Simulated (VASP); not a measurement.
# Ge (P6/mmm) in VASP: further runs, part 2 of 2

VASP 6.6.1. Earlier steps stand in the parts before.

**5. Single point, PBEsol**

This run uses another cell than the first one: it holds 8 atoms, not 1.

INCAR

```
SYSTEM = Ge
PREC = Accurate ; ENCUT = 520
EDIFF = 1E-6 ; ISMEAR = 0
SIGMA = 0.1 ; LREAL = .FALSE.
LASPH = .TRUE. ; NELM = 100
ALGO = Fast ; ISIF = 2
LWAVE = .FALSE. ; LCHARG = .FALSE.
GGA = PS ; NBANDS = 66
```

KPOINTS

```
regular mesh
0
G
  6 6 2
  0 0 0
```

POSCAR

```
Ge
1.0
    4.0031158814      0.0000000000      0.0000000000
   -2.0015579407      3.4668000476      0.0000000000
    0.0000000000      0.0000000000     13.1567068600
Ge
8
Direct
    0.0000000000      0.0000000000      0.4068511600
    0.0000000000      0.0000000000      0.5931488400
    0.0000000000      0.0000000000      0.9068511600
    0.0000000000      0.0000000000      0.0931488400
    0.3333333300      0.6666666700      0.3440584300
    0.6666666700      0.3333333300      0.6559415700
    0.6666666700      0.3333333300      0.8440584300
    0.3333333300      0.6666666700      0.1559415700
```

Potentials or basis: VASP PAW PBE potentials, release 64 (Ge_d).

Command:

```sh
> cat potpaw_PBE.64/Ge_d/POTCAR > POTCAR
> mpirun -np 1 vasp_std > vasp.out
```

OUTCAR:

```text
SYSTEM = Ge
   PREC = Accurate
   ENCUT = 520
   EDIFF = 1E-6
   ISMEAR = 0
   LREAL = .FALSE.
   LASPH = .TRUE.
   NELM = 100
   ISIF = 2
   GGA = PS

 ion  position               nearest neighbor table
   1  0.000  0.000  0.407-   2 2.45   5 2.45   5 2.45   5 2.45
   2  0.000  0.000  0.593-   1 2.45   6 2.45   6 2.45   6 2.45
   3  0.000  0.000  0.907-   4 2.45   7 2.45   7 2.45   7 2.45
   4  0.000  0.000  0.093-   3 2.45   8 2.45   8 2.45   8 2.45
   5  0.333  0.667  0.344-   1 2.45   1 2.45   1 2.45   8 2.47
   6  0.667  0.333  0.656-   2 2.45   2 2.45   2 2.45   7 2.47
   7  0.667  0.333  0.844-   3 2.45   3 2.45   3 2.45   6 2.47
   8  0.333  0.667  0.156-   4 2.45   4 2.45   4 2.45   5 2.47

  LATTYP: Found a hexagonal cell.
 ALAT       =     4.0031158814
 C/A-ratio  =     3.2866165382

  Lattice vectors:

 A1 = (   4.0031158814,   0.0000000000,   0.0000000000)
 A2 = (  -2.0015579407,   3.4668000476,   0.0000000000)
 A3 = (   0.0000000000,   0.0000000000,  13.1567068600)

Analysis of symmetry for initial positions (statically):
=====================================================================
 Subroutine PRICEL returns:
 Original cell was already a primitive cell.

 Routine SETGRP: Setting up the symmetry group for a
 hexagonal supercell.

 Subroutine GETGRP returns: Found 24 space group operations
 (whereof 12 operations were pure point group operations)
 out of a pool of 24 trial point group operations.

The static configuration has the point symmetry D_3d.
 The point group associated with its full space group is D_6h.

Analysis of symmetry for dynamics (positions and initial velocities):
=====================================================================
 Subroutine PRICEL returns:
 Original cell was already a primitive cell.

 Routine SETGRP: Setting up the symmetry group for a
 hexagonal supercell.

 Subroutine GETGRP returns: Found 24 space group operations
 (whereof 12 operations were pure point group operations)
 out of a pool of 24 trial point group operations.

The dynamic configuration has the point symmetry D_3d.
 The point group associated with its full space group is D_6h.

 Subroutine INISYM returns: Found 24 space group operations
 (whereof 12 operations are pure point group operations),
 and found     1 'primitive' translations

----------------------------------------------------------------------------------------

                                     Primitive cell

  volume of cell :     182.5888

  direct lattice vectors                    reciprocal lattice vectors
     4.003115881  0.000000000  0.000000000     0.249805409  0.144225220  0.000000000
    -2.001557941  3.466800048  0.000000000     0.000000000  0.288450440  0.000000000
     0.000000000  0.000000000 13.156706860     0.000000000  0.000000000  0.076006862

  length of vectors
     4.003115881  4.003115881 13.156706860     0.288450440  0.288450440  0.076006862

  position of ions in fractional coordinates (direct lattice)
     0.000000000  0.000000000  0.406851160
     0.000000000  0.000000000  0.593148840
     0.000000000  0.000000000  0.906851160
     0.000000000  0.000000000  0.093148840
[... 53 lines left out ...]
  0.333333 -0.000000  0.500000      6.000000
  0.500000 -0.000000  0.500000      3.000000
  0.166667  0.166667  0.500000      6.000000
  0.333333  0.166667  0.500000     12.000000
  0.333333  0.333333  0.500000      2.000000
   k-points           NKPTS =     14   k-points in BZ     NKDIM =     14   number of bands    NBANDS=     66
   number of dos      NEDOS =    301   number of ions     NIONS =      8
   total plane-waves  NPLWV =  88200
   dimension x,y,z NGX =    30 NGY =   30 NGZ =   98
   dimension x,y,z NGXF=    60 NGYF=   60 NGZF=  196
   ions per type =               8
   NGX,Y,Z   is equivalent  to a cutoff of  12.46, 12.46, 12.38 a.u.
   NGXF,Y,Z  is equivalent  to a cutoff of  24.92, 24.92, 24.77 a.u.
 SYSTEM =  Ge
   PREC   = accura    normal or accurate (medium, high low for compatibility)
   ISTART =      0    job   : 0-new  1-cont  2-samecut
   ICHARG =      2    charge: 1-file 2-atom 10-const
   ISPIN  =      1    spin polarized calculation?
   LNONCOLLINEAR =      F non collinear calculations
   LSORBIT =      F    spin-orbit coupling
   LASPH  =      T    aspherical Exc in radial PAW
   ENCUT  =  520.0 eV  38.22 Ry    6.18 a.u.   7.44  7.44 24.46*2*pi/ulx,y,z
   NELM   =    100;   NELMIN=  2; NELMDL= -5     # of ELM steps
   EDIFF  = 0.1E-05   stopping-criterion for ELM
   LREAL  =      F    real-space projection
   EDIFFG = 0.1E-04   stopping-criterion for IOM
   NSW    =      0    number of steps for IOM
   IBRION =     -1    ionic relax: 0-MD 1-quasi-New 2-CG
   NFREE  =      0    steps in history (QN), initial steepest desc. (CG)
   ISIF   =      2    stress and relaxation
   ISYM   =      2    0-nonsym 1-usesym 2-fastsym
   POTIM  = 0.5000    time-step for ionic-motion
   TEBEG  =    0.0;   TEEND  =   0.0 temperature during run
   PSTRESS=    0.0 pullay stress
   NELECT =     112.0000    total number of electrons
   NUPDOWN=      -1.0000    fix difference up-down
   EMIN   =  10.00;   EMAX   =-10.00  energy-range for DOS
   EFERMI =   0.00;   METHOD = LEGACY
   ISMEAR =     0;   SIGMA  =   0.10  broadening in eV -4-tet -1-fermi 0-gaus
   EFERMI_NEDOS =   21; number of points for ismear=-14 and -15
   IALGO  =     68    algorithm
   IMIX   =      4    mixing-type and parameters
     AMIX     =   0.40;   BMIX     =  1.00
     AMIX_MAG =   1.60;   BMIX_MAG =  1.00
  volume/ion in A,a.u.               =      22.82       154.02
  Fermi-wavevector in a.u.,A,eV,Ry     =   1.390986  2.628583 26.325128  1.934842
  Thomas-Fermi vector in A             =   2.514869
   LORBIT       =      0    0 simple, 1 ext, 2 COOP (PROOUT), +10 PAW based schemes
   GGA     = PS    functional components
   LHFCALC =     F    Hartree Fock is set to
   AEXX    =    0.0000 exact exchange contribution
   IVDW    =     0    specifies the selected vdW correction
   LEPSILON=     F    determine dielectric tensor
   LRPA    =     F    only Hartree local field effects (RPA)
 non-spin polarized calculation
 RMM-DIIS sequential band-by-band and
 Gauss-broadening in eV      SIGMA  =   0.10
  energy-cutoff  :      520.00
  volume of cell :      182.59
 maximum number of plane-waves:      4987
 NGX is ok and might be reduce to    30

 number of electron     112.0000142 magnetization

 Free energy of the ion-electron system (eV)
  ---------------------------------------------------
  ext. energy  EPLUGINS =         0.00000000
  ---------------------------------------------------
  free energy    TOTEN  =       -39.35098720 eV

  energy without entropy =      -39.34780990  energy(sigma->0) =      -39.34939855

 E-fermi :   4.8294     XC(G=0): -10.0855

 val. band max:        4.8237387573   @ k =   0.0000   0.0000   0.0000
 cond. band min:       4.8714466006   @ k =   0.0000   0.0000   0.0000
 fundamental gap:      0.0477078434
 Fermi energy:         4.8294291069

 k-point     1 :       0.0000    0.0000    0.0000
  band No.  band energies     occupation
      1     -19.9971      2.00000
      2     -19.9971      2.00000
      3     -19.9881      2.00000
      4     -19.9881      2.00000
      5     -19.9836      2.00000
      6     -19.9836      2.00000
[... 955 lines left out ...]
     65      10.3564      0.00000
     66      10.4507      0.00000

------------------------ aborting loop because EDIFF is reached ----------------------------------------

  FORCE on cell =-STRESS in cart. coord.  units (eV):
  Direction    XX          YY          ZZ          XY          YZ          ZX
  --------------------------------------------------------------------------------------
  -------------------------------------------------------------------------------------
  Total        0.1401175      0.1401175     -0.4815319      0.0000000      0.0000000     -0.0000000
  in kB        1.2295010      1.2295010     -4.2253379      0.0000000      0.0000000     -0.0000000
  external PRESSURE =      -0.5887786 kB  Pullay stress =       0.0000000 kB

 VOLUME and BASIS-vectors are now :
 -----------------------------------------------------------------------------
  energy-cutoff  :      520.00
  volume of cell :      182.59
      direct lattice vectors                 reciprocal lattice vectors
     4.003115881  0.000000000  0.000000000     0.249805409  0.144225220  0.000000000
    -2.001557941  3.466800048  0.000000000     0.000000000  0.288450440  0.000000000
     0.000000000  0.000000000 13.156706860     0.000000000  0.000000000  0.076006862

 POSITION                                       TOTAL-FORCE (eV/Angst)
 -----------------------------------------------------------------------------------
      0.00000      0.00000      5.35282        -0.000000      0.000000     -0.015264
      0.00000      0.00000      7.80389         0.000000     -0.000000      0.015264
      0.00000      0.00000     11.93117        -0.000000     -0.000000     -0.015264
      0.00000      0.00000      1.22553        -0.000000      0.000000      0.015264
     -0.00000      2.31120      4.52668         0.000000     -0.000000      0.004352
      2.00156      1.15560      8.63003        -0.000000      0.000000     -0.004352
      2.00156      1.15560     11.10503         0.000000      0.000000      0.004352
     -0.00000      2.31120      2.05168         0.000000     -0.000000     -0.004352
 -----------------------------------------------------------------------------------
    total drift:                                0.000000      0.000000      0.000000

  FREE ENERGIE OF THE ION-ELECTRON SYSTEM (eV)
  ---------------------------------------------------
  free  energy   TOTEN  =       -39.3509872042 eV

  energy  without entropy=      -39.3478098987  energy(sigma->0) =      -39.34939855
```

Run time: 2 min. Hardware: 1 thread of Intel Xeon 6975P-C (Granite Rapids), shared host; peak memory 0.33 GiB.

What came out:

| Item | Value |
| --- | --- |
| Free energy | -39.3510 eV |
| Pressure | -0.1 GPa |
| Largest force | 0.015 eV/Å |
| Band gap on the k mesh | 0.05 eV, direct |

Forces in eV/Å, atoms in the order of the input:
```
Ge   0.000  0.000 -0.015
Ge   0.000  0.000  0.015
Ge   0.000  0.000 -0.015
Ge   0.000  0.000  0.015
Ge   0.000  0.000  0.004
Ge   0.000  0.000 -0.004
Ge   0.000  0.000  0.004
Ge   0.000  0.000 -0.004
```

Stress tensor (GPa, compression positive):
```
 0.12  0.00  0.00
 0.00  0.12  0.00
 0.00  0.00 -0.42
```

Caveat: the PAW data sets were made with another functional, which shifts forces and pressure a little. A k mesh can miss the band edges.

**6. Overview**

```csv
task,cell,k mesh,cutoff (eV),mesh quality,gap on the mesh (eV),pressure (GPa)
single point,"P6/mmm, 23.22 Å³/atom",6 × 6 × 6,520,coarse,none,-10.3
single point,"P6/mmm, 18.77 Å³/atom",6 × 6 × 6,520,coarse,none,0.3
relaxation of cell and atoms,relaxed,6 × 6 × 6,600,coarse,none,-0.1
single point,"P6_3/mmc, 22.82 Å³/atom",6 × 6 × 2,520,not flagged,0.05,-0.1
```

Alike in all rows: level PBEsol; potentials or basis VASP PAW PBE potentials, release 64 (Ge_d); no spin polarisation; smearing gaussian 0.1 eV.

Caveats: some runs use coarse meshes; the PAW data sets were made with another functional, which shifts forces and pressure a little; the volume moved by over 15 % at a fixed basis, so the end points are rough (some runs).

Absolute energies hang on the potentials; compare differences alone.
